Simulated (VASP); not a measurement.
## Te2Mo: relaxation of cell and atoms with PBE+D3(BJ)

Crystal: Te2Mo.

```
CELL_PARAMETERS angstrom
3.51820 0.00000 0.00000
-1.75910 3.04685 0.00000
0.00000 0.00000 13.97360
ATOMIC_POSITIONS crystal
Te 0.33333 0.66667 0.62100
Te 0.66667 0.33333 0.12100
Te 0.33333 0.66667 0.87900
Te 0.66667 0.33333 0.37900
Mo 0.33333 0.66667 0.25000
Mo 0.66667 0.33333 0.75000
```

| Quantity | Value |
| --- | --- |
| Program | VASP 6.6.1 |
| Task | relaxation of cell and atoms |
| Functional | PBE |
| Dispersion | D3(BJ) |
| Potentials or basis | VASP PAW PBE potentials, release 64 (Te, Mo_sv) |
| Cutoff | 600 eV |
| k mesh | 9 × 9 × 2 |
| Occupations | gaussian, width 0.03 eV |
| Spin | no spin polarisation |
| Further INCAR settings | ALGO = Normal; EDIFF = 1e-06; IBRION = 2; EDIFFG = -0.01; NSW = 90; ISIF = 3 |

```yaml
Relaxed_volume: 24.15 Å³/atom
Relaxed_cell: a = 3.496 Å, b = 3.496 Å, c = 13.695 Å, α = 90.00°, β = 90.00°, γ = 120.00°
Space_group_after_relaxing_to_0.05_Å: P6_3/mmc (No. 194)
Energy_gained_by_relaxing: 4.2 meV/atom
Ionic_steps: 11
Pressure_after_relaxing: 0.0 GPa
Band_gap_on_the_k_mesh: 0.67 eV, indirect (least direct gap 1.03 eV)
Dispersion_energy_per_atom: -0.554 eV
```

Forces in eV/Å, atoms in the order of the input:
```
Te   0.000  0.000 -0.003
Te   0.000  0.000 -0.003
Te   0.000  0.000  0.003
Te   0.000  0.000  0.003
Mo   0.000  0.000  0.000
Mo   0.000  0.000  0.000
```

Step by step:
```csv
step,energy change (eV),largest force (eV/Å),pressure (GPa),volume (Å³)
1,0.0000,0.1801,-0.57,149.79
2,-0.0099,0.1782,0.16,147.87
3,-0.0107,0.1781,0.42,147.15
4,-0.0138,0.0444,-0.52,147.26
5,-0.0143,0.0147,-0.27,147.23
6,-0.0201,0.0146,-0.19,146.48
7,-0.0252,0.0122,-0.01,145.13
8,-0.0254,0.0108,0.04,144.86
9,-0.0254,0.0111,0.03,144.91
10,-0.0253,0.0169,-0.11,144.97
11,-0.0254,0.0027,-0.01,144.93
```

Final structure:
```cif
data_structure
_symmetry_space_group_name_H-M 'P 1'
_symmetry_Int_Tables_number 1
_cell_length_a 3.4957
_cell_length_b 3.4957
_cell_length_c 13.6949
_cell_angle_alpha 90.000
_cell_angle_beta 90.000
_cell_angle_gamma 120.000
_cell_volume 144.93
loop_
_atom_site_label
_atom_site_type_symbol
_atom_site_fract_x
_atom_site_fract_y
_atom_site_fract_z
_atom_site_occupancy
Te1 Te 0.33333 0.66667 0.61724 1
Te2 Te 0.66667 0.33333 0.11724 1
Te3 Te 0.33333 0.66667 0.88276 1
Te4 Te 0.66667 0.33333 0.38276 1
Mo1 Mo 0.33333 0.66667 0.25000 1
Mo2 Mo 0.66667 0.33333 0.75000 1
```

Levels at points of the mesh, in eV from the valence-band top:
| k point | band 24 | band 25 | band 26 | band 27 | band 28 | band 29 |
| --- | --- | --- | --- | --- | --- | --- |
| (0.00, 0.00, 0.00) | -1.01 | -0.17 | 0.00 | 2.87 | 2.87 | 3.06 |
| (0.00, 0.00, 0.50) | -1.04 | -0.05 | -0.05 | 2.91 | 2.91 | 2.91 |

Wall time 3.6 min on 4 MPI ranks on Intel(R) Xeon(R) 6975P-C (Granite Rapids) (shared host), peak memory 0.37 GiB a rank.

Caveat: spin-orbit coupling is left out, which moves the levels of the heavy elements; an odd mesh through Γ misses points on the zone boundary, where band edges often lie. Expect the measured gap to be larger: semilocal functionals such as PBE lack the derivative discontinuity.
